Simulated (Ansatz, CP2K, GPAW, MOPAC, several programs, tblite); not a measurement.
# What each method gives for PbTe (wurtzite)

PbTe built on the wurtzite prototype (no longer in that coordination), relaxed with r2SCAN in Ansatz, was computed with several methods. It is hexagonal, P6_3mc (No. 186); conventional cell a = 5.498 Å, c = 6.575 Å, 43.04 Å³ an atom. Pb is surrounded by 5 Te at 3.17–3.29 Å; Te is surrounded by 5 Pb at 3.17–3.29 Å. The calculation is spin-unpolarised, and the structure need not be a phase that has been made.

```cif
data_structure
_symmetry_space_group_name_H-M 'P6_3mc'
_symmetry_Int_Tables_number 186
_cell_length_a 5.4984
_cell_length_b 5.4984
_cell_length_c 6.5754
_cell_angle_alpha 90.000
_cell_angle_beta 90.000
_cell_angle_gamma 120.000
_cell_volume 172.16
loop_
_atom_site_label
_atom_site_type_symbol
_atom_site_symmetry_multiplicity
_atom_site_Wyckoff_symbol
_atom_site_fract_x
_atom_site_fract_y
_atom_site_fract_z
_atom_site_occupancy
Pb1 Pb 2 b 0.33333 0.66667 0.93796 1
Te1 Te 2 b 0.33333 0.66667 0.43704 1
```

Gaps and times are for a single point on this cell; volume and bulk modulus come from each method's own relaxation or energy curve at fixed shape, which is too stiff where a cell has free coordinates or axes. Times are rough, from shared hosts (Arm Neoverse V1), and each method has its own mesh and cell size. A double dagger marks a value from a curve with shape and coordinates held. PM6 (MOPAC), PM7 (MOPAC), GFN1-xTB (tblite), GFN2-xTB (tblite) treat a cluster of cells at its zone centre, which samples few k points: where these miss a band edge, the gap comes out too large for that reason alone. Gaps from k meshes are read at a limited set of points (mesh, symmetry points, PBE's band edges), so each method's own least gap may be somewhat smaller. xTB and the PM methods were fitted mostly to molecules, and can miss a solid's gap by electronvolts. Minimal bases can be far off for gaps. GLLB-SC's gap includes the derivative discontinuity. d marks a direct gap, i an indirect one (no mark: not told apart), a dash a value that wasn't computed or didn't pass its checks.

```
                              method              kind  gap (eV)  own volume (Å³/atom)  bulk modulus (GPa)  atoms computed  processor time
                         PM6 (MOPAC)    semi-empirical      3.80                     –                   –              32          0.69 s
                         PM7 (MOPAC)    semi-empirical      6.23                     –                   –              32          0.89 s
                   GFN1-xTB (tblite)     tight binding      2.26                     –                   –              32             1 s
                   GFN2-xTB (tblite)     tight binding      2.51                     –                   –              32           1.8 s
light PBE (260 eV and a coarse mesh)  light plane-wave    1.11 d                     –                   –               4           3.3 s
                      PBE/SZV (CP2K)       small basis    1.14 d                45.14‡                 34‡               4           7.3 s
              PBE/single zeta (GPAW)       small basis    1.17 d                     –                   –               4            11 s
                                 PBE         semilocal    1.12 d                 43.83                 29‡               4            13 s
                     PBE/DZVP (CP2K)       small basis    1.05 d                43.98‡                 29‡               4            14 s
                              r2SCAN         semilocal    1.38 d                 43.04                 32‡               4            29 s
                      GLLB-SC (GPAW)   model potential      2.00                     –                   –               4         2.1 min
```

Against r2SCAN (1.38 eV) and with closed or daggered gaps left aside, the nearest gap at the points sampled is that of PBE/single zeta (GPAW) (-0.21 eV) and the farthest that of PM7 (MOPAC) (+4.85 eV). r2SCAN is only a yardstick of convenience: semilocal gaps usually lie below measured ones, which GLLB-SC and hybrids aim to mend.

Volumes against r2SCAN's: PBE +1.8 %.

Spin-orbit coupling is left out; in compounds of Pb, Bi, Tl or Hg it can lower a gap by up to about 1 eV, split its edges or invert the bands.
